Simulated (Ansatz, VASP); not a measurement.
# Two plane-wave programs on BN

INCAR

```
PREC = Accurate ; ENCUT = 600
EDIFF = 1E-6 ; ISMEAR = 0
SIGMA = 0.02 ; LREAL = False
LASPH = True ; NELM = 60
ALGO = Normal ; ISIF = 4
LWAVE = False ; LCHARG = False
GGA = PE ; IBRION = 2
NSW = 50 ; EDIFFG = -0.01
```

Contents of KPOINTS:

```
Automatic mesh
0
Gamma
  12 12 6
```

The input POSCAR:

```
BN
1.0
    2.5022410271      0.0000000000      0.0000000000
   -1.2511205136      2.1670042959      0.0000000000
    0.0000000000      0.0000000000      4.1389047262
B N
2 2
Direct
    0.6666666667      0.3333333333      0.9996996154
    0.3333333333      0.6666666667      0.4996996154
    0.6666666667      0.3333333333      0.6253003846
    0.3333333333      0.6666666667      0.1253003846
```

Input for Ansatz:

```yaml
crystal:
  lattice:
    - [2.5022410271, 0.0, 0.0]
    - [-1.2511205136, 2.1670042959, 0.0]
    - [0.0, 0.0, 4.1389047262]
  atoms:
    - { symbol: B, position: [0.6666666667, 0.3333333333, 0.9996996154] }
    - { symbol: B, position: [0.3333333333, 0.6666666667, 0.4996996154] }
    - { symbol: "N", position: [0.6666666667, 0.3333333333, 0.6253003846] }
    - { symbol: "N", position: [0.3333333333, 0.6666666667, 0.1253003846] }
basis:
  ecutwfc: 420
kpoints:
  mp_grid: { grid: [12, 12, 6] }
hamiltonian:
  xc: pbe
scf:
  occupations: { method: gaussian, width: 0.02 }
output:
  forces: true
  stress: true
  eigenvalues: true
relax:
  adjacent_minimum: "off"
  f_tol: 0.01
  max_steps: 30
  cell: { stress_tol: 0.1, fix: [volume] }
```

Alike in both runs: task relaxation of shape and atoms at fixed volume; functional PBE; k mesh 12 × 12 × 6; occupations gaussian, width 0.02 eV; no spin polarisation.

|  | VASP | Ansatz |
| --- | --- | --- |
| version | VASP 6.6.1 | Ansatz 0.2.0 |
| potentials or method | VASP PAW PBE potentials, release 64 (B, N) | scalar-relativistic, plane waves, PAW |
| plane-wave cutoff (eV) | 600 | 420 |
| valence electrons in the cell | 16 | 16 |

Ansatz gave:

| Property | Result |
| --- | --- |
| gap on the k mesh at the Fermi level, each at its own relaxed structure (eV) | 5.09 |
| relaxed volume (Å³/atom) | 5.61 |
| relaxed cell length with the largest relative difference (Å) | 4.139 |

Task: Which values does VASP return?

Result: gap on the k mesh at the Fermi level, each at its own relaxed structure (eV): 5.07; relaxed volume (Å³/atom): 5.61; relaxed cell length with the largest relative difference (Å): 4.139.

A k mesh can miss the band edges.
